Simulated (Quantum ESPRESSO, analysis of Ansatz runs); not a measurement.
# A hop of O in HfO2 (P2_1/c), charge +2 (Quantum ESPRESSO), part 2 of 3

How high is the barrier when O changes place in HfO2 (P2_1/c)? The case: V_O hop (2.6 Å), charge +2, in a cell of 48 host atoms with 1 O taken out.

Quantum ESPRESSO 7.5; Quantum ESPRESSO plane-wave DFT, PBEsol, GBRV 1.5 PBEsol potentials; nudged elastic band between two relaxed defect structures at fixed charge in a uniform background.

So far: The starting structure; Relaxation of the start point, charge +2.

### Step 3. Relaxation of the end point, charge +2

Level of this step: Quantum ESPRESSO plane-wave DFT, PBEsol, GBRV 1.5 PBEsol potentials; relaxation of all atoms of a defect supercell at fixed charge in a uniform background (Quantum ESPRESSO).

The end point is relaxed in the same cell and settings, so that the two energies compare. Atoms more than 3.2 Å from the middle of the hop start where the first relaxation left them, the nearer ones on or close to their ideal places, with small random displacements.

File pw.in:

```
&CONTROL
  calculation = 'relax'
  prefix = 'pwscf'
  outdir = './tmp'
  pseudo_dir = './pseudo'
  tprnfor = .true.
  disk_io = 'low'
  nstep = 70
  forc_conv_thr = 0.0012
  etot_conv_thr = 0.0001
/
&SYSTEM
  ibrav = 0
  nat = 47
  ntyp = 2
  ecutwfc = 36
  ecutrho = 288
  nbnd = 192
  occupations = 'fixed'
  tot_charge = 2
  nosym = .true.
/
&ELECTRONS
  conv_thr = 5d-08
  electron_maxstep = 100
  mixing_beta = 0.5
/
&IONS
  ion_dynamics = 'bfgs'
/
ATOMIC_SPECIES
Hf   178.4900 hf_pbesol_v1.uspp.F.UPF
O     15.9990 o_pbesol_v1.2.uspp.F.UPF
CELL_PARAMETERS angstrom
  -5.9416700219    5.1632183080    5.1583953540
   4.2040263251   -5.1632183080    5.1655566081
   5.9416700219    5.1632183080   -5.1583953540
ATOMIC_POSITIONS crystal
Hf     0.0789124920    0.4870482778    0.8622516512
Hf     0.0826744068    0.9930282999    0.3666847266
[... 2 atom lines left out ...]
Hf     0.3735886377    0.2567062060    0.8392390681
[... 4 atom lines left out ...]
Hf     0.4164431828    0.5062387210    0.6323443143
[... 4 atom lines left out ...]
Hf     0.6246812933    0.2417980898    0.6586159452
[... 1 atom line left out ...]
O      0.6177895435    0.4635831540    0.6017544989
[... 4 atom lines left out ...]
O      0.3799065256    0.5361054641    0.3986380409
[... 1 atom line left out ...]
O      0.8793613588    0.5348809144    0.8977565900
O      0.1385663056    0.2849441185    0.4052580297
[... 1 atom line left out ...]
O      0.6378175249    0.2844622568    0.9051100689
[... 4 atom lines left out ...]
O      0.3391534282    0.2064619686    0.2077602901
[... 3 atom lines left out ...]
O      0.5009286618    0.0443371326    0.3830449660
O      0.5011891068    0.5440247241    0.8826787355
[... 5 atom lines left out ...]
O      0.6598477855    0.7952341002    0.7924392573
[... 3 atom lines left out ...]
O      0.5199190936    0.9449604445    0.6219090387
K_POINTS gamma
```

The run is started by

```sh
> OMP_NUM_THREADS=1 mpirun -n 4 pw.x -in pw.in > pw.out
```

What it wrote:

```text
[shortened: banners, details of potentials and solvers, and blank lines are left out]
[banner, memory and clock lines left out]
     gamma-point specific algorithms are used
     one sub-group per band group will be used
     bravais-lattice index     =            0
     lattice parameter (alat)  =      17.7847  a.u.
     unit-cell volume          =    3650.0307 (a.u.)^3
     number of atoms/cell      =           47
     number of atomic types    =            2
     number of electrons       =       376.00
     number of Kohn-Sham states=          192
     kinetic-energy cutoff     =      36.0000  Ry
     charge density cutoff     =     288.0000  Ry
     scf convergence threshold =      5.0E-08
     mixing beta               =       0.5000
     number of iterations used =            8  plain     mixing
     energy convergence thresh.=      1.0E-04
     force convergence thresh. =      1.2E-03
     Exchange-correlation= SLA  PW   PSX  PSC
                           (   1   4  10   8   0   0   0)
     nstep                     =           70
     crystal axes: (cart. coord. in units of alat)
               a(1) = (  -0.631338   0.548623   0.548110 )
               a(2) = (   0.446703  -0.548623   0.548871 )
               a(3) = (   0.631338   0.548623  -0.548110 )
     PseudoPot. # 1 for Hf read from file:
     hf_pbesol_v1.uspp.F.UPF
     Pseudo is Ultrasoft + core correction, Zval = 12.0
[...]
PseudoPot. # 2 for O  read from file:
     o_pbesol_v1.2.uspp.F.UPF
     Pseudo is Ultrasoft + core correction, Zval =  6.0
[...]
atomic species   valence    mass     pseudopotential
     Hf               12.00   178.49000     Hf( 1.00)
     O                 6.00    15.99900     O ( 1.00)
     No symmetry found
     site n.     atom                  positions (alat units)
         1        Hf     tau(   1) = (   0.7121178   0.2491384  -0.1620295  )
         2        Hf     tau(   2) = (   0.6228953  -0.2982694   0.3893758  )
         3        Hf     tau(   3) = (   0.0840577   0.2521178   0.3883063  )
         4        Hf     tau(   4) = (   0.6254943   0.2547760   0.3862998  )
         5        Hf     tau(   5) = (   0.4086543   0.5245502  -0.1143292  )
         6        Hf     tau(   6) = (   0.3128231  -0.0252388   0.4315334  )
         7        Hf     tau(   7) = (  -0.2200548   0.5254307   0.4313358  )
         8        Hf     tau(   8) = (   0.3281504   0.5344550   0.4446755  )
[...]
number of k points=     1
                       cart. coord. in units 2pi/alat
        k(    1) = (   0.0000000   0.0000000   0.0000000), wk =   2.0000000
     Dense  grid:   150556 G-vectors     FFT dimensions: ( 100,  90, 100)
     Smooth grid:    53237 G-vectors     FFT dimensions: (  72,  64,  72)
     Check: negative core charge=   -0.000004
     starting charge     345.9999, renormalised to     376.0000
     Self-consistent Calculation
     iteration #  1     ecut=    36.00 Ry     beta= 0.50
     total energy              =   -3542.50342212 Ry
     estimated scf accuracy    <      15.49366122 Ry
     iteration #  2     ecut=    36.00 Ry     beta= 0.50
     total energy              =   -3544.18368757 Ry
     estimated scf accuracy    <       3.94303299 Ry
     iteration #  3     ecut=    36.00 Ry     beta= 0.50
     total energy              =   -3544.82387551 Ry
     estimated scf accuracy    <       1.24575263 Ry
[...]
estimated scf accuracy    <       0.00005349 Ry
[... 140 further cycles ...]
     iteration #  5     ecut=    36.00 Ry     beta= 0.50
     total energy              =   -3545.29940691 Ry
     estimated scf accuracy    <       0.00000002 Ry
     iteration #  6     ecut=    36.00 Ry     beta= 0.50
     total energy              =   -3545.29940691 Ry
     estimated scf accuracy    <          3.0E-09 Ry
     iteration #  7     ecut=    36.00 Ry     beta= 0.50
     End of self-consistent calculation
          k = 0.0000 0.0000 0.0000 (  6643 PWs)   bands (ev):
   -49.5139 -49.3265 -49.3249 -49.3185 -49.3115 -49.3016 -49.2906 -49.2845
   -49.2621 -49.2358 -49.2310 -49.2267 -49.2213 -49.1630 -49.1548 -49.1447
   -18.5464 -18.5320 -18.4385 -18.4266 -18.3892 -18.3720 -18.3503 -18.3341
   -18.3294 -18.3172 -18.2873 -18.2800 -18.2744 -18.2555 -18.2467 -18.2228
   -18.2059 -18.1909 -18.1874 -18.1727 -18.1578 -18.1322 -18.1228 -18.1127
   -18.0940 -18.0818 -18.0526 -18.0438 -18.0346 -18.0108 -17.9970 -17.9910
   -17.9768 -17.9585 -17.9501 -17.9378 -17.9237 -17.9221 -17.9149 -17.8997
   -17.8928 -17.8782 -17.8694 -17.8620 -17.8502 -17.8425 -17.8196 -17.7913
[...]
highest occupied, lowest unoccupied level (ev):    10.9060   14.0325
!    total energy              =   -3545.29940691 Ry
     estimated scf accuracy    <          1.7E-10 Ry
     The total energy is the sum of the following terms:
     one-electron contribution =    -574.09656380 Ry
     hartree contribution      =     502.79924999 Ry
     xc contribution           =   -1430.00823941 Ry
     ewald contribution        =   -2043.99385370 Ry
     convergence has been achieved in   7 iterations
     Forces acting on atoms (cartesian axes, Ry/au):
     atom    1 type  1   force =    -0.00004328   -0.00013409   -0.00013048
     atom    2 type  1   force =    -0.00048652   -0.00004745    0.00067909
     atom    3 type  1   force =     0.00018937    0.00002514    0.00009964
     atom    4 type  1   force =    -0.00000304   -0.00003848    0.00007806
     atom    5 type  1   force =     0.00010376   -0.00046020    0.00025125
     atom    6 type  1   force =     0.00017127    0.00038698   -0.00023652
     atom    7 type  1   force =     0.00032750   -0.00043569   -0.00023389
     atom    8 type  1   force =    -0.00000684   -0.00032990   -0.00007076
[...]
Total force =     0.004450     Total SCF correction =     0.000029
     Energy error            =      3.9E-05 Ry
     Gradient error          =      1.2E-03 Ry/Bohr
     number of scf cycles    =  18
     number of bfgs steps    =  17
     energy             old  =   -3545.2993674902 Ry
     energy             new  =   -3545.2994069110 Ry
     CASE: energy            _new < energy            _old
     new trust radius        =       0.0062939188 bohr
     new conv_thr            =       0.0000000005 Ry
ATOMIC_POSITIONS (crystal)
Hf               0.0884214002        0.4972994521        0.8713851207
Hf               0.0581816285        0.9669920537        0.3461388516
Hf               0.5827662318        0.4942278097        0.3754738618
Hf               0.5857198950        1.0007402261        0.8725800755
Hf               0.3778803855        0.2634938537        0.8658628421
Hf               0.3741623708        0.7587235218        0.3420890113
Hf               0.8737802740        0.2606724378        0.3448914318
Hf               0.8738634170        0.7557433443        0.8396685891
[...]
Check: negative core charge=   -0.000005
     Self-consistent Calculation
     iteration #  1     ecut=    36.00 Ry     beta= 0.50
     total energy              =   -3545.29943063 Ry
     estimated scf accuracy    <       0.00003830 Ry
     iteration #  2     ecut=    36.00 Ry     beta= 0.50
     total energy              =   -3545.29943648 Ry
     estimated scf accuracy    <       0.00000746 Ry
     iteration #  3     ecut=    36.00 Ry     beta= 0.50
     total energy              =   -3545.29943793 Ry
     estimated scf accuracy    <       0.00000087 Ry
[...]
estimated scf accuracy    <       0.00000010 Ry
     iteration #  5     ecut=    36.00 Ry     beta= 0.50
     total energy              =   -3545.29943805 Ry
     estimated scf accuracy    <       0.00000001 Ry
     iteration #  6     ecut=    36.00 Ry     beta= 0.50
     total energy              =   -3545.29943805 Ry
     estimated scf accuracy    <          2.5E-09 Ry
     iteration #  7     ecut=    36.00 Ry     beta= 0.50
     End of self-consistent calculation
          k = 0.0000 0.0000 0.0000 (  6643 PWs)   bands (ev):
   -49.5150 -49.3264 -49.3244 -49.3175 -49.3110 -49.3011 -49.2921 -49.2850
   -49.2621 -49.2351 -49.2310 -49.2260 -49.2208 -49.1624 -49.1552 -49.1444
   -18.5462 -18.5319 -18.4386 -18.4264 -18.3894 -18.3719 -18.3499 -18.3342
   -18.3292 -18.3172 -18.2872 -18.2795 -18.2741 -18.2552 -18.2468 -18.2226
   -18.2057 -18.1910 -18.1874 -18.1726 -18.1574 -18.1323 -18.1228 -18.1127
   -18.0940 -18.0817 -18.0522 -18.0440 -18.0347 -18.0106 -17.9966 -17.9912
   -17.9768 -17.9584 -17.9500 -17.9379 -17.9237 -17.9219 -17.9146 -17.8994
   -17.8926 -17.8782 -17.8692 -17.8620 -17.8500 -17.8421 -17.8196 -17.7911
[...]
highest occupied, lowest unoccupied level (ev):    10.9060   14.0325
!    total energy              =   -3545.29943805 Ry
     estimated scf accuracy    <          9.1E-11 Ry
     The total energy is the sum of the following terms:
     one-electron contribution =    -574.03938940 Ry
     hartree contribution      =     502.77171770 Ry
     xc contribution           =   -1430.00846434 Ry
     ewald contribution        =   -2044.02330202 Ry
     convergence has been achieved in   7 iterations
     Forces acting on atoms (cartesian axes, Ry/au):
     atom    1 type  1   force =    -0.00007963    0.00001773   -0.00041794
     atom    2 type  1   force =    -0.00056755   -0.00034800    0.00069762
     atom    3 type  1   force =     0.00026723    0.00009593    0.00031819
     atom    4 type  1   force =     0.00030797   -0.00007792   -0.00004987
     atom    5 type  1   force =     0.00019737   -0.00029844    0.00026178
     atom    6 type  1   force =    -0.00000922    0.00041911   -0.00008863
     atom    7 type  1   force =     0.00034638   -0.00028908   -0.00017398
     atom    8 type  1   force =    -0.00001845   -0.00006018    0.00035650
[...]
Total force =     0.003901     Total SCF correction =     0.000023
     Energy error            =      3.1E-05 Ry
     Gradient error          =      9.8E-04 Ry/Bohr
     bfgs converged in  19 scf cycles and  18 bfgs steps
     (criteria: energy <  1.0E-04 Ry, force <  1.2E-03 Ry/Bohr)
     End of BFGS Geometry Optimization
     Final energy             =   -3545.2994380546 Ry
Begin final coordinates
ATOMIC_POSITIONS (crystal)
Hf               0.0884214002        0.4972994521        0.8713851207
Hf               0.0581816285        0.9669920537        0.3461388516
Hf               0.5827662318        0.4942278097        0.3754738618
Hf               0.5857198950        1.0007402261        0.8725800755
Hf               0.3778803855        0.2634938537        0.8658628421
Hf               0.3741623708        0.7587235218        0.3420890113
Hf               0.8737802740        0.2606724378        0.3448914318
Hf               0.8738634170        0.7557433443        0.8396685891
[...]
End final coordinates
```

Wall time 5.5 min (4 MPI ranks of Arm Neoverse V2, shared host); peak memory 1.4 GiB.

Step by step:

| step | energy less that of the first step (eV) |
| --- | --- |
| 0 | 0.0000 |
| 1 | -2.1083 |
| 2 | -2.8882 |
| 3 | -3.2409 |
| 4 | -3.4357 |
| 5 | -3.4971 |
| 6 | -3.5481 |
| 7 | -3.5813 |
| 8 | -3.5964 |
| 9 | -3.6104 |
| 10 | -3.6205 |
| 11 | -3.6253 |
| 12 | -3.6292 |
| 13 | -3.6315 |
| 14 | -3.6335 |
| 15 | -3.6347 |
| 16 | -3.6355 |
| 17 | -3.6360 |
| 18 | -3.6364 |

The atoms that moved most (Å):

| atom | dx | dy | dz | length |
| --- | --- | --- | --- | --- |
| O25 | -0.103 | 0.272 | -0.038 | 0.293 |
| O36 | 0.162 | -0.156 | -0.138 | 0.264 |
| O37 | -0.127 | -0.099 | -0.171 | 0.235 |
| Hf5 | 0.161 | 0.125 | -0.080 | 0.219 |
| Hf2 | -0.086 | -0.098 | -0.155 | 0.202 |
| Hf10 | 0.107 | -0.086 | 0.120 | 0.182 |
| Hf8 | -0.114 | -0.085 | -0.105 | 0.177 |
| O46 | 0.153 | 0.008 | -0.076 | 0.171 |

Neighbours of O17 at the end:

| atom | distance (Å) |
| --- | --- |
| Hf15 | 2.139 |
| Hf10 | 2.141 |
| Hf3 | 2.233 |
| Hf8 | 2.278 |
| O43 | 2.574 |
| O24 | 2.595 |
| O22 | 2.722 |
| O20 | 2.755 |
| O36 | 2.813 |

Numbers from this step:

```
highest filled level                                                                              : 10.91 eV
lowest empty level                                                                                : 14.03 eV
r.m.s. move of the farther half of the atoms                                                      : 0.1012 Å
largest move from the ideal geometry of this structure, a common shift of the far atoms taken out : 0.2961 Å
```

The relaxation gained 3.636 eV and ended with a largest force component of 0.025 eV/Å. The end lies 0.003 eV above the start.

[end of part 2 of 3]

[Logs are printed without paths, hosts, clocks, repeated set-up lines and the standing remarks that a program may print on its own settings, such as how far it seeks lower states.]

[Hosts, paths, dates, database ids (printed as entryN), source tags and the programs' standing remarks are cut or masked in the printed files.]
